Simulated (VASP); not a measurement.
Pt, 1 atom in the cell. The structure is cubic, space group Im-3m (No. 229). Conventional cell: a = 3.114 Å, b = 3.114 Å, c = 3.114 Å, α = 90.00°, β = 90.00°, γ = 90.00°. Around Pt (site symmetry m-3m) lie 8 Pt at 2.70 Å. This isn't the form of Pt at room conditions, which is fcc.

```yaml
Program: VASP 6.6.1
Task: relaxation of cell and atoms
Functional: PBEsol
Potentials_or_basis: VASP PAW PBE potentials, release 64 (Pt)
Cutoff: 600 eV
k_mesh: 18 × 18 × 18
Occupations: gaussian, width 0.1 eV
Spin: no spin polarisation
Further_INCAR_settings: ALGO = Fast; EDIFF = 1e-07; IBRION = 2; EDIFFG = -0.005; NSW = 90; ISIF = 3
```

Potentials or basis: VASP PAW PBE potentials, release 64 (Pt).

Run with:

```sh
$ cat potpaw_PBE.64/Pt/POTCAR > POTCAR
$ mpirun -np 1 vasp_std > vasp.out
```

Hardware: 1 thread of AMD EPYC 9R45 96-Core Processor (Zen 5), on a shared host.

Q: How long does it take, and how much memory?

A: Run time: 39 s on 1 thread of AMD EPYC 9R45 96-Core Processor (Zen 5), with other jobs on the host, peak memory 0.14 GiB. Counts: scf iterations 37, k points 195, ion steps 3.
